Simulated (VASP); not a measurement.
Crystal: InP.

```xyz
2
Lattice="0.0000 2.9395 2.9395 2.9395 0.0000 2.9395 2.9395 2.9395 0.0000" Properties=species:S:1:pos:R:3 pbc="T T T"
In    0.0000    0.0000    0.0000
P     4.4093    4.4093    4.4093
```

The cell is a database's computed one.

Base run:

- Program: VASP 6.6.1
- Functional: TB-mBJ
- Potentials or basis: VASP PAW PBE potentials, release 64 (In_d, P)
- Cutoff: 520 eV
- k mesh: 10 × 10 × 10
- Occupations: gaussian, width 0.02 eV
- Spin: no spin polarisation

Its results: band gap on the k mesh 1.61 eV, direct.

Problem. The run is repeated on the same cell with these changes: functional from TB-mBJ to r2SCAN. What comes out?

Solution. Band gap on the k mesh 1.12 eV, direct.

Caveats: spin-orbit coupling is left out, which moves the levels of the heavy elements.
